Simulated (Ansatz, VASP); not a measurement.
**One calculation of Nb, two programs**

```
Nb
1.0
     3.84548    0.00000    0.00000
    -1.92274    3.33028    0.00000
     0.00000    0.00000    4.36282
Nb
3
Direct
  0.22540 0.00000 0.33333
  0.00000 0.22540 0.66667
  0.77460 0.77460 0.00000
```

Alike in both runs: task single point; functional r2SCAN; k mesh 6 × 6 × 4; occupations gaussian, width 0.1 eV; no spin polarisation.

```csv
,VASP,Ansatz
version,VASP 6.6.1,Ansatz 0.2.0
potentials or method,"VASP PAW PBE potentials, release 64 (Nb_sv)","scalar-relativistic, plane waves, PAW"
plane-wave cutoff (eV),520,500
valence electrons in the cell,39,39
```

Ansatz gave:

* gap on the k mesh at the Fermi level (eV): none
* rms of the force components (eV/Å): 4.282

Task: What did VASP give for the same quantities?

Result: gap on the k mesh at the Fermi level (eV): none; rms of the force components (eV/Å): 4.300.

Atom by atom the forces differ by 0.018 eV/Å (rms over components). A gap of «none» marks a metal or a gap that the smearing closes.

Caveats: the k mesh is coarse (spacing up to 0.36 Å⁻¹), so the values aren't converged; the PAW data sets were made with another functional, which shifts forces and pressure a little (VASP).
